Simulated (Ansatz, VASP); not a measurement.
# Cross-check of CuI (Marshite) between VASP and Ansatz, part 2 of 2

Wanted: the spread between two codes on one cell, functional and k mesh.

VASP 6.6.1 and Ansatz 0.2.0.

So far. Step 3 (VASP: band structure, LDA): The run ends at a pressure of -4.25 GPa.

### 5. VASP: band structure, r2SCAN, DFT+U

Level of this step: r2SCAN, DFT+U (Cu d 3.5 eV); plane waves and PAW (I, Cu) (VASP).

Levels along a path test the potential and the projectors away from the mesh points.

Input file INCAR:

```
SYSTEM = CuI
PREC = Accurate
ENCUT = 350
EDIFF = 1E-06
NELM = 100
ISMEAR = 0
SIGMA = 0.03
LREAL = .FALSE.
ALGO = Normal
METAGGA = R2SCAN
LASPH = .TRUE.
NBANDS = 21
LDAU = .TRUE.
LDAUTYPE = 2
LDAUL = -1 2
LDAUU = 0 3.5
LDAUJ = 0 0
LDAUPRINT = 1
LMAXMIX = 4
LORBIT = 11
LWAVE = .FALSE.
LCHARG = .FALSE.
KPAR = 4
```

Input file POSCAR:

```
CuI
1.0
    0.0000000000      3.0315000000      3.0315000000
    3.0315000000      0.0000000000      3.0315000000
    3.0315000000      3.0315000000      0.0000000000
I Cu
1 1
Direct
    0.0000000000      0.0000000000      0.0000000000
    0.7500000000      0.7500000000      0.7500000000
```

Input file KPOINTS:

```
Automatic mesh
0
Gamma
6 6 6
0 0 0
```

Input file KPOINTS_OPT:

```
Line mode
10
Line-mode
Reciprocal
  0.00000000   0.00000000   0.00000000 GAMMA
  0.50000000   0.00000000   0.50000000 X

  0.50000000   0.00000000   0.50000000 X
  0.50000000   0.25000000   0.75000000 W

  0.50000000   0.25000000   0.75000000 W
  0.37500000   0.37500000   0.75000000 K

  0.37500000   0.37500000   0.75000000 K
  0.00000000   0.00000000   0.00000000 GAMMA

  0.00000000   0.00000000   0.00000000 GAMMA
  0.50000000   0.50000000   0.50000000 L

  0.50000000   0.50000000   0.50000000 L
  0.62500000   0.25000000   0.62500000 U

  0.62500000   0.25000000   0.62500000 U
  0.50000000   0.25000000   0.75000000 W

  0.50000000   0.25000000   0.75000000 W
  0.50000000   0.50000000   0.50000000 L

  0.50000000   0.50000000   0.50000000 L
  0.37500000   0.37500000   0.75000000 K

  0.62500000   0.25000000   0.62500000 U
  0.50000000   0.00000000   0.50000000 X
```

The projector-augmented-wave data sets are I and Cu (PBE family, release 64).

Command:

```
> mpirun -np 4 vasp_std
```

Numbers of over 12 decimals in the logs are rounded to 6 here.

The program printed:

```text
[banner, memory and clock lines left out]
running    4 mpi-ranks, on    1 nodes
[...]
|                                                                             |
|               ----> ADVICE to this user running VASP <----                  |
|                                                                             |
|     You enforced a specific xc type in the INCAR file but a different       |
|     [... a line on the potential file left out ...]
|     I HOPE YOU KNOW WHAT YOU ARE DOING!                                     |
|                                                                             |

 LDA part: xc-table for (None), standard interpolation
 POSCAR, INCAR and KPOINTS ok, starting setup
[...]
entering main loop
       N       E                     dE             d eps       ncg     rms          rms(c)
DAV:   1     0.629213149477E+02    0.62921E+02   -0.58241E+03   672   0.690E+02
DAV:   2    -0.301762141597E+02   -0.93098E+02   -0.81226E+02   712   0.180E+02
[...]
DAV:  16    -0.348493892404E+02    0.23393E-05   -0.24014E-06   635   0.426E-02    0.151E-03
DAV:  17    -0.348493890327E+02    0.20773E-06   -0.16570E-07   406   0.270E-03
   1 F= -.34849389E+02 E0= -.34849389E+02  d E =-.730444E-15
 Start KPOINTS_OPT (optional k-point list driver)
k-point batch [1-16\100]
       N       E                     dE             ncg
DAV:   1     0.166634979839E+04   -0.39265E+04      680
DAV:   2     0.132347562178E+03   -0.15340E+04      722
DAV:   3     0.319143295313E+01   -0.12916E+03      834
DAV:   4     0.910592926019E-01   -0.31004E+01      803
DAV:   5    -0.384549910943E-01   -0.12951E+00     1023
DAV:   6    -0.404910794593E-01   -0.20361E-02      814
DAV:   7    -0.406356657436E-01   -0.14459E-03     1029
DAV:   8    -0.406360423706E-01   -0.37663E-06      624
[...]
k-point batch [97-100\100]
       N       E                     dE             ncg
DAV:   1     0.645453342349E+04   -0.15473E+04      176
DAV:   2     0.608804723268E+04   -0.36649E+03      173
DAV:   3     0.606054489044E+04   -0.27502E+02      235
DAV:   4     0.605997788986E+04   -0.56700E+00      199
DAV:   5     0.605995307266E+04   -0.24817E-01      240
DAV:   6     0.605995217916E+04   -0.89350E-03      202
DAV:   7     0.605995217374E+04   -0.54210E-05      248
DAV:   8     0.605995217367E+04   -0.71087E-07      167
```

OUTCAR, selected parts (step 5):

```text
  Total       -0.1608634     -0.1608634     -0.1608634      0.0000000      0.0000000      0.0000000
  in kB       -4.6255676     -4.6255676     -4.6255676      0.0000000      0.0000000      0.0000000
  external PRESSURE =      -4.6255676 kB  Pullay stress =       0.0000000 kB

 POSITION                                       TOTAL-FORCE (eV/Angst)
 -----------------------------------------------------------------------------------
      0.00000      0.00000      0.00000        -0.000000     -0.000000      0.000000
      4.54725      4.54725      4.54725         0.000000      0.000000     -0.000000
 -----------------------------------------------------------------------------------
    total drift:                                0.000004      0.000004      0.000004

  FREE ENERGIE OF THE ION-ELECTRON SYSTEM (eV)
  ---------------------------------------------------
  free  energy   TOTEN  =       -34.8493890327 eV

  energy  without entropy=      -34.8493890327  energy(sigma->0) =      -34.84938903

[... 2 parts as in an earlier step ...]

[... 1 further part left out ...]
[key lines of the parts left out:]
E-fermi :   3.9290
```

The run ends at a pressure of -0.46 GPa.

### 6. Ansatz: band structure, r2SCAN, DFT+U

The same cell, functional, mesh and smearing now go to Ansatz, which takes its cutoff from its data sets.

The cell is taken from a series of VASP runs on this material, whose earlier steps may have relaxed, scaled or displaced it; both programs get it as it stands.

Input file input.yaml:

```yaml
crystal:
  lattice:
    - [0.0, 3.0315, 3.0315]
    - [3.0315, 0.0, 3.0315]
    - [3.0315, 3.0315, 0.0]
  atoms:
    - { symbol: I, position: [0.0, 0.0, 0.0] }
    - { symbol: Cu, position: [0.75, 0.75, 0.75] }
hamiltonian:
  xc: r2scan
  pseudopotentials: { kind: paw }
  hubbard: { sites: [{ species: Cu, l: d, u_eff: 3.5 }] }
kpoints:
  mp_grid: { grid: [6, 6, 6] }
  band_path:
    path:
      - [0.0, 0.0, 0.0]
      - [0.16667, 0.0, 0.16667]
      - [0.33333, 0.0, 0.33333]
      - [0.5, 0.0, 0.5]
      - [0.5, 0.08333, 0.58333]
      - [0.5, 0.19444, 0.69444]
      - [0.5, 0.25, 0.75]
      - [0.45833, 0.29167, 0.75]
      - [0.40278, 0.34722, 0.75]
      - [0.375, 0.375, 0.75]
      - [0.20833, 0.20833, 0.41667]
      - [0.08333, 0.08333, 0.16667]
      - [0.0, 0.0, 0.0]
      - [0.22222, 0.22222, 0.22222]
      - [0.38889, 0.38889, 0.38889]
      - [0.51389, 0.47222, 0.51389]
      - [0.55556, 0.38889, 0.55556]
      - [0.61111, 0.27778, 0.61111]
      - [0.61111, 0.25, 0.63889]
      - [0.56944, 0.25, 0.68056]
      - [0.51389, 0.25, 0.73611]
      - [0.5, 0.27778, 0.72222]
      - [0.5, 0.38889, 0.61111]
      - [0.5, 0.47222, 0.52778]
      - [0.48611, 0.48611, 0.52778]
      - [0.43056, 0.43056, 0.63889]
      - [0.38889, 0.38889, 0.72222]
      - [0.59722, 0.19444, 0.59722]
      - [0.55556, 0.11111, 0.55556]
      - [0.5, 0.0, 0.5]
    npoints: 1
scf:
  occupations: { method: gaussian, width: 0.03 }
  n_extra_bands: 7
output:
  forces: true
  stress: true
  eigenvalues: true
  write_density: true
  write_potential: true
  elf: true
  volumetric_format: npy
```

Command:

```
> ansatz run input.yaml --threads 2 --pin off --max-ram 4608MiB --backend cpu --events-out ev --progress --plain --runs-dir out
```

The program printed:

```text
I: projections on atomic orbitals take those of the free atom [Kr] 4d10 5s2 5p5, of charge +0.00 (hamiltonian.pseudopotentials.projection_atoms); the dataset's partial waves leave at most 9.4e-6 of an orbital's norm unspanned inside its sphere
[...]
k-point 0: bands = [... 14 lower, 4.6137, 7.3079, 7.3079, 7.3079, 9.6089, 13.2608, 13.2608, 13.2608, ... 3 higher]
  k-point 1: bands = [... 14 lower, 4.6056, 6.2351, 7.0876, 7.0876, 10.4933, 13.2205, 13.6144, 13.6144, ... 3 higher]
  k-point 2: bands = [... 14 lower, 4.6184, 5.1076, 6.6826, 6.6826, 10.6463, 13.8463, 13.8463, 14.7862, ... 3 higher]
  k-point 15: bands = [... 14 lower, 4.7337, 4.7519, 5.0645, 5.5249, 12.0761, 12.2434, 15.5591, 15.5599, ... 3 higher]
Occupation matrices written to <dir>
[key lines of the parts left out:]
SCF converged after 9 iterations
Free energy (F): -14159.527701 eV
Fermi energy:    8.458597 eV
P = ⅓ Tr σ = -0.1939 GPa (-1.939 kbar)
```

Wall time 3.2 s (2 threads of Intel Xeon 6975P-C (Granite Rapids), shared host); peak memory 0.55 GiB.

### 7. Comparison

What differs besides the data sets and the points named for the pairs above, as far as they apply: U acts on the PAW sphere in VASP and on atomic orbitals in Ansatz, so only states and trends compare; VASP keeps PBE cores, Ansatz makes them for the functional; the cutoff is 500 eV in Ansatz and 350 eV in VASP. Total energies have different zeros and are not compared.

The two programs side by side:

| quantity | Ansatz | VASP | difference |
| --- | --- | --- | --- |
| pressure (GPa) | -0.19 | -0.46 | +0.27 |
| gap over the path points (eV) | 2.301 | 2.188 | +0.113 |

Levels at points of the path, from each program's valence-band top (eV; 4 filled, then empty):

| k (reciprocal lattice) | Ansatz | VASP |
| --- | --- | --- |
| 0.000 0.000 0.000 | -2.69 0.00 0.00 0.00 2.30 5.95 5.95 | -2.21 0.00 0.00 0.00 2.19 5.82 5.82 |
| 0.167 0.000 0.167 | -2.67 -0.93 -0.57 -0.57 3.71 4.92 6.92 | -2.19 -0.81 -0.52 -0.52 3.59 4.78 6.77 |
| 0.333 0.000 0.333 | -2.62 -1.91 -1.52 -1.52 3.87 4.28 8.73 | -2.15 -1.61 -1.36 -1.36 3.69 4.09 8.52 |
| 0.500 0.000 0.500 | -2.60 -2.45 -1.97 -1.97 3.60 3.85 10.44 | -2.13 -2.05 -1.73 -1.73 3.36 3.66 10.30 |
| 0.500 0.083 0.583 | -2.63 -2.53 -2.06 -1.89 3.92 4.15 9.61 | -2.17 -2.10 -1.79 -1.64 3.68 3.97 9.43 |
| 0.500 0.194 0.694 | -2.56 -2.54 -2.31 -1.76 5.11 5.23 7.75 | -2.15 -2.11 -1.95 -1.52 4.86 5.08 7.57 |
| 0.500 0.250 0.750 | -2.56 -2.49 -2.39 -1.75 5.54 5.59 7.18 | -2.14 -2.11 -1.99 -1.50 5.27 5.46 7.02 |
| 0.458 0.292 0.750 | -2.62 -2.46 -2.30 -1.72 5.00 5.64 7.45 | -2.17 -2.06 -1.94 -1.49 4.79 5.46 7.26 |
| 0.403 0.347 0.750 | -2.66 -2.46 -2.12 -1.61 4.17 5.62 8.41 | -2.19 -2.05 -1.80 -1.43 3.97 5.43 8.19 |
| 0.375 0.375 0.750 | -2.67 -2.46 -2.10 -1.59 4.05 5.62 8.64 | -2.19 -2.05 -1.78 -1.41 3.84 5.43 8.42 |

Among the levels compared at these points, filled levels agree within 485 meV and empty ones within 269 meV.

### 8. VASP: band structure, r2SCAN, spin-orbit coupling

Levels along a path test the potential and the projectors away from the mesh points.

INCAR: that of step 5 with these lines changed.

```diff
@@ -11,9 +11,7 @@
 LASPH = .TRUE.
-NBANDS = 21
-LDAU = .TRUE.
-LDAUTYPE = 2
-LDAUL = -1 2
-LDAUU = 0 3.5
-LDAUJ = 0 0
-LDAUPRINT = 1
+LNONCOLLINEAR = .TRUE.
+MAGMOM = 0 0 0 0 0 0
+NBANDS = 30
+GGA_COMPAT = .FALSE.
+LSORBIT = .TRUE.
 LMAXMIX = 4
```

POSCAR is that of step 5.

KPOINTS is that of step 5.

KPOINTS_OPT is that of step 5.

Command:

```
> mpirun -np 4 vasp_ncl
```

The program printed:

```text
[banner, memory and clock lines left out]
running    4 mpi-ranks, on    1 nodes
[...]
[... a notice as in an earlier step ...]

 LDA part: xc-table for (None), standard interpolation
 POSCAR, INCAR and KPOINTS ok, starting setup
[...]
entering main loop
       N       E                     dE             d eps       ncg     rms          rms(c)
DAV:   1     0.874549967255E+02    0.87455E+02   -0.56797E+03  1320   0.961E+02
DAV:   2    -0.292624070551E+02   -0.11672E+03   -0.10781E+03  1362   0.246E+02
DAV:   3    -0.388262347582E+02   -0.95638E+01   -0.93452E+01  1754   0.894E+01
DAV:   4    -0.391958286749E+02   -0.36959E+00   -0.36903E+00  1742   0.166E+01
[...]
DAV:  15    -0.359072915593E+02    0.74527E-05   -0.48612E-05  1736   0.207E-01    0.271E-03
DAV:  16    -0.359072934345E+02   -0.18752E-05   -0.46331E-06  1494   0.152E-02    0.152E-03
DAV:  17    -0.359072940994E+02   -0.66485E-06   -0.21432E-07   876   0.596E-03
   1 F= -.35907294E+02 E0= -.35907294E+02  d E =-.216428E-20  mag=     0.0000     0.0000     0.0000
 Start KPOINTS_OPT (optional k-point list driver)
k-point batch [1-22\100]
       N       E                     dE             ncg
DAV:   1     0.299541361185E+04   -0.49694E+04     1320
DAV:   2     0.407333192580E+03   -0.25881E+04     1338
DAV:   3     0.172172319403E+03   -0.23516E+03     1736
DAV:   4     0.162364134679E+03   -0.98082E+01     1802
DAV:   5     0.161932756055E+03   -0.43138E+00     1886
DAV:   6     0.161924030305E+03   -0.87258E-02     1860
DAV:   7     0.161923903256E+03   -0.12705E-03     1876
DAV:   8     0.161923901427E+03   -0.18291E-05     1564
DAV:   9     0.161923901354E+03   -0.73320E-07     1096
[...]
k-point batch [89-100\100]
       N       E                     dE             ncg
DAV:   1     0.578337786079E+04   -0.42622E+04      720
DAV:   2     0.440619479780E+04   -0.13772E+04      750
DAV:   3     0.429193445760E+04   -0.11426E+03      936
DAV:   4     0.428729199244E+04   -0.46425E+01     1040
DAV:   5     0.428712567896E+04   -0.16631E+00      994
DAV:   6     0.428712083983E+04   -0.48391E-02     1010
DAV:   7     0.428712080078E+04   -0.39051E-04      996
DAV:   8     0.428712080005E+04   -0.72376E-06      862
```

From OUTCAR (step 8):

```text
  Total       -0.3256142     -0.3256142     -0.3256142     -0.0000000     -0.0000000      0.0000000
  in kB       -9.3629186     -9.3629186     -9.3629186     -0.0000000     -0.0000000      0.0000000
  external PRESSURE =      -9.3629186 kB  Pullay stress =       0.0000000 kB

 POSITION                                       TOTAL-FORCE (eV/Angst)
 -----------------------------------------------------------------------------------
      0.00000      0.00000      0.00000        -0.000000     -0.000000      0.000000
      4.54725      4.54725      4.54725         0.000000      0.000000     -0.000000
 -----------------------------------------------------------------------------------
    total drift:                               -0.000002     -0.000002     -0.000002

  FREE ENERGIE OF THE ION-ELECTRON SYSTEM (eV)
  ---------------------------------------------------
  free  energy   TOTEN  =       -35.9072940994 eV

  energy  without entropy=      -35.9072940994  energy(sigma->0) =      -35.90729410

 magnetization (x)
# of ion       s       p       d       tot
------------------------------------------
    1        0.000  -0.000  -0.000  -0.000
    2        0.000  -0.000  -0.000   0.000
--------------------------------------------------
tot          0.000  -0.000  -0.000   0.000

 magnetization (y)
# of ion       s       p       d       tot
------------------------------------------
    1        0.000  -0.000   0.000  -0.000
    2       -0.000   0.000  -0.000  -0.000
--------------------------------------------------
tot         -0.000   0.000  -0.000  -0.000

 magnetization (z)
# of ion       s       p       d       tot
------------------------------------------
    1        0.000   0.000  -0.000   0.000
    2       -0.000  -0.000  -0.000  -0.000
--------------------------------------------------
tot         -0.000   0.000  -0.000  -0.000

[... 1 part as in an earlier step ...]

[... 2 further parts left out ...]
[key lines of the parts left out:]
E-fermi :   4.5947
```

The run ends at a pressure of -0.94 GPa.

### 9. Ansatz: band structure, r2SCAN, spin-orbit coupling

The same cell, functional, mesh and smearing now go to Ansatz, which takes its cutoff from its data sets.

The cell is taken from a series of VASP runs on this material, whose earlier steps may have relaxed, scaled or displaced it; both programs get it as it stands.

input.yaml: that of step 6 with these lines changed.

```diff
@@ -10,4 +10,6 @@
   xc: r2scan
-  pseudopotentials: { kind: paw }
-  hubbard: { sites: [{ species: Cu, l: d, u_eff: 3.5 }] }
+  pseudopotentials: { kind: paw_fr }
+magnetization:
+  noncollinear: true
+  spin_orbit: true
 kpoints:
@@ -49,3 +51,3 @@
   occupations: { method: gaussian, width: 0.03 }
-  n_extra_bands: 7
+  n_extra_bands: 14
 output:
```

Command:

```
> ansatz run input.yaml --threads 2 --pin off --max-ram 4608MiB --backend cpu --events-out ev --progress --plain --runs-dir out
```

The program printed:

```text
[...]
non-collinear run that drives no moment, with spin-orbit: no starting moment large enough to seed its density (crystal.atoms[].spin), no starting occupations that ask for one, no magnetisation constraint and no magnetic field, so the semilocal B_xc is pinned to zero
Crystal: 2 atoms, lattice volume = 55.719 Å³
[...]
k-point 1: bands = [... 32 lower, 7.6851, 7.6851, 7.8707, 7.9253, 10.4762, 10.4762, 13.2106, 13.2106, ... 10 higher]
  k-point 2: bands = [... 32 lower, 7.3659, 7.3659, 7.4746, 7.5422, 10.6254, 10.6254, 13.8036, 13.8036, ... 10 higher]
  k-point 15: bands = [... 32 lower, 6.4043, 6.4310, 6.6659, 6.7577, 11.9946, 12.0780, 12.1846, 12.3140, ... 10 higher]
[key lines of the parts left out:]
SCF converged after 8 iterations
Magnetization: |M| = 0.0000 μB,  M = (+0.0000, +0.0000, +0.0000) μB
Free energy (F): -14145.929369 eV
Fermi energy:    8.849329 eV
P = ⅓ Tr σ = -0.7660 GPa (-7.660 kbar)
```

It took 12 s on 2 threads; peak memory 0.76 GiB.

### 10. Side by side

What differs besides the data sets and the points named for the pairs above, as far as they apply: spin-orbit coupling enters by fully relativistic files in Ansatz and inside the spheres in VASP; the data sets hold 36 valence electrons in Ansatz (fully relativistic PAW (standard-fr) files) and 18 in VASP. Total energies have different zeros and are not compared.

Compared:

| quantity | Ansatz | VASP | difference |
| --- | --- | --- | --- |
| pressure (GPa) | -0.77 | -0.94 | +0.17 |
| gap over the path points (eV) | 1.470 | 1.462 | +0.008 |

Levels at points of the path, from each program's valence-band top (eV; 8 filled, then empty):

| k (reciprocal lattice) | Ansatz | VASP |
| --- | --- | --- |
| 0.000 0.000 0.000 | -1.98 -1.98 -0.39 -0.39 0.00 0.00 0.00 0.00 1.47 1.47 5.07 5.07 5.14 5.14 | -1.98 -1.98 -0.38 -0.38 0.00 0.00 0.00 0.00 1.46 1.46 5.05 5.05 5.11 5.11 |
| 0.167 0.000 0.167 | -1.96 -1.96 -0.85 -0.85 -0.69 -0.69 -0.53 -0.53 2.90 2.90 4.09 4.09 6.07 6.07 | -1.95 -1.95 -0.85 -0.85 -0.69 -0.69 -0.53 -0.53 2.90 2.90 4.08 4.08 6.04 6.04 |
| 0.333 0.000 0.333 | -1.92 -1.92 -1.49 -1.49 -1.39 -1.39 -1.27 -1.27 3.05 3.05 3.47 3.47 7.82 7.82 | -1.92 -1.92 -1.49 -1.49 -1.39 -1.39 -1.27 -1.27 3.04 3.04 3.46 3.46 7.80 7.80 |
| 0.500 0.000 0.500 | -1.95 -1.95 -1.83 -1.83 -1.67 -1.67 -1.54 -1.54 2.80 2.80 3.04 3.04 9.47 9.47 | -1.95 -1.95 -1.83 -1.83 -1.67 -1.67 -1.55 -1.55 2.79 2.79 3.03 3.03 9.50 9.50 |
| 0.500 0.083 0.583 | -2.01 -1.88 -1.86 -1.84 -1.72 -1.65 -1.52 -1.46 3.10 3.12 3.29 3.38 8.62 8.81 | -2.02 -1.88 -1.86 -1.84 -1.72 -1.65 -1.52 -1.46 3.10 3.12 3.29 3.37 8.61 8.79 |
| 0.500 0.194 0.694 | -1.99 -1.94 -1.93 -1.83 -1.71 -1.69 -1.43 -1.34 4.16 4.30 4.40 4.52 6.88 6.91 | -2.00 -1.94 -1.93 -1.83 -1.72 -1.69 -1.43 -1.33 4.16 4.29 4.38 4.50 6.86 6.90 |
| 0.500 0.250 0.750 | -1.98 -1.95 -1.95 -1.83 -1.71 -1.70 -1.41 -1.32 4.47 4.72 4.83 4.90 6.33 6.38 | -1.98 -1.96 -1.95 -1.83 -1.72 -1.70 -1.42 -1.32 4.48 4.72 4.81 4.89 6.32 6.37 |
| 0.458 0.292 0.750 | -1.99 -1.95 -1.91 -1.82 -1.74 -1.66 -1.41 -1.32 4.09 4.23 4.72 4.92 6.58 6.68 | -1.99 -1.96 -1.91 -1.82 -1.74 -1.66 -1.41 -1.32 4.08 4.22 4.72 4.91 6.56 6.66 |
| 0.403 0.347 0.750 | -1.99 -1.89 -1.87 -1.78 -1.74 -1.56 -1.41 -1.32 3.33 3.37 4.69 4.89 7.49 7.66 | -1.99 -1.89 -1.87 -1.79 -1.74 -1.56 -1.41 -1.32 3.33 3.37 4.69 4.88 7.47 7.63 |
| 0.375 0.375 0.750 | -1.99 -1.88 -1.86 -1.79 -1.72 -1.54 -1.41 -1.32 3.23 3.24 4.69 4.88 7.78 7.78 | -1.99 -1.88 -1.86 -1.79 -1.72 -1.54 -1.41 -1.32 3.22 3.23 4.69 4.87 7.75 7.76 |

Among the levels compared at these points, filled levels agree within 12 meV and empty ones within 37 meV. Ansatz's pressure holds a Pulay correction of 0.05 GPa; VASP's holds none.

### 11. Summary of results

```
difference in gap over the path points (band structure, LDA)                         : -0.054 eV
difference in gap over the path points (band structure, r2SCAN, DFT+U)               : 0.11 eV
difference in gap over the path points (band structure, r2SCAN, spin-orbit coupling) : 0.0078 eV
```

In words: The difference in gap over the path points is 0.11 eV (band structure, r2SCAN, DFT+U). 3 further runs of this series are not shown here. How closely two codes agree says nothing of how well the functional describes the real material.

[Lines on the potential files, build, host, timing and source positions are cut from VASP's logs without a mark.]

[Logs are printed without paths, hosts, clocks, repeated set-up lines and the standing remarks that a program may print on its own settings, such as how far it seeks lower states.]

[Hosts, paths, dates, database ids (printed as entryN), source tags and the programs' standing remarks are cut or masked in the printed files.]
